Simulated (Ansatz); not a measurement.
KI (started from an entry of an open crystallographic database), relaxed with r2SCAN in Ansatz 0.2.0. It is cubic, Fm-3m (No. 225); conventional cell a = 7.089 Å, 44.53 Å³ an atom. Around K lie 6 I at 3.54 Å; around I lie 6 K at 3.54 Å.

The axes x, y and z are those of this cell:
```
K I
1.0
     0.00000    3.54457    3.54457
     3.54457    0.00000    3.54457
     3.54457    3.54457    0.00000
K I
1 1
Cartesian
  0.0000 0.0000 0.0000
  3.5446 3.5446 3.5446
```

Unstrained: PBE gives a direct gap of 3.944 eV at Γ. The r2SCAN gap is direct at Γ: 4.585 eV. With HSE06 the gap is 4.940 eV and direct, at Γ. Meshes: PBE 6×6×6, r2SCAN 6×6×6, HSE06 4×4×4. Strains are changes of length per length. After each strain the atoms were relaxed again with r2SCAN within the symmetry that the strain leaves, so tilts or polar shifts that break it weren't tested; points keep the names that they have in the unstrained zone. No spin polarisation and no zero-point or thermal motion.

**Question.** Estimate what isotropic +2.78 % on every length does to the gap.

**Answer.** PBE: the gap goes from 3.944 to 3.764 eV (-0.180 eV). r2SCAN: the gap goes from 4.585 to 4.388 eV (-0.197 eV). HSE06: the gap goes from 4.940 to 4.744 eV (-0.196 eV). The r2SCAN energy rises by 10.4 meV an atom.

**Question.** Apply biaxial -5.6 % in x and y, z held. How far does the gap move, against the unstrained cell?

**Answer.** PBE: the gap goes from 3.944 to 4.201 eV (+0.257 eV); with r2SCAN the top three valence levels at Γ, degenerate before, become 2+1 from the top over 50 meV. r2SCAN: the gap goes from 4.585 to 4.866 eV (+0.281 eV). HSE06: the gap goes from 4.940 to 5.223 eV (+0.283 eV). The r2SCAN energy rises by 38.6 meV an atom.

No spin-orbit coupling is included; it can move band edges with weight on the heavy atoms by tenths of an eV.

The meshes of the hybrids are coarse, so their gaps aren't converged to the digits shown.

The splittings at Γ are without spin-orbit coupling, which regroups them where it is of like size or larger.
